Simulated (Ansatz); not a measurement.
**G0W0 run on SiC (F-43m)**

Method: Ansatz 0.2.0-dev, G0W0@PBE, plasmon-pole screening, hand-made PAW set.

Input files:

```yaml
crystal:
  lattice:
    - [0.0, 2.179, 2.179]
    - [2.179, 0.0, 2.179]
    - [2.179, 2.179, 0.0]
  atoms:
    - { symbol: Si, position: [0, 0, 0] }
    - { symbol: C, position: [0.25, 0.25, 0.25] }
kpoints:
  mp_grid: { grid: [6, 6, 6], shift: [0, 0, 0] }
hamiltonian:
  xc: pbe
  pseudopotentials: { kind: paw, source: ansatz }
scf:
  occupations: { method: fixed }
  convergence: { dr2_threshold: "1e-9 eV" }
  lower_state_search: "off"
output:
  forces: false
  stress: false
gw:
  n_empty_bands: 204
  ecut_chi: 180.0
  qp_bands: [v1, c1]
  qp_kpoints: [[0, 0, 0], [0, 0.5, 0.5], [0, 0, 0.5]]
  ecutfock_ratio: 2
```

The input is rewritten from the run's settings (development build, wave cutoff 820 eV).

Linearised quasiparticle energies, zero at the top filled Kohn-Sham level among these points. VB is the top filled band, CB the lowest empty one. The wave cutoff came out at 820 eV.

| k | band | ε_KS (eV) | Σx − Vxc (eV) | Σc (eV) | Z | ε_QP (eV) |
| --- | --- | --- | --- | --- | --- | --- |
| Γ | VB | 0.00 | -2.55 | 1.81 | 0.79 | -0.59 |
| Γ | CB | 6.21 | 5.80 | -5.23 | 0.79 | 6.66 |
| L | VB | -1.06 | -2.98 | 2.10 | 0.79 | -1.75 |
| L | CB | 5.42 | 5.43 | -4.82 | 0.81 | 5.91 |
| X | VB | -3.19 | -3.77 | 2.66 | 0.78 | -4.07 |
| X | CB | 1.35 | 4.27 | -3.98 | 0.82 | 1.59 |

The gap (from Γ to X) opens from 1.35 eV to 2.18 eV.

Electronic (ion-clamped) dielectric constant on this mesh, from the head of the inverse dielectric matrix: 7.1.

Band sums or response are cut, so the gap isn't at its basis limit. The gap is read among the points solved; the crystal's band edges can lie elsewhere.
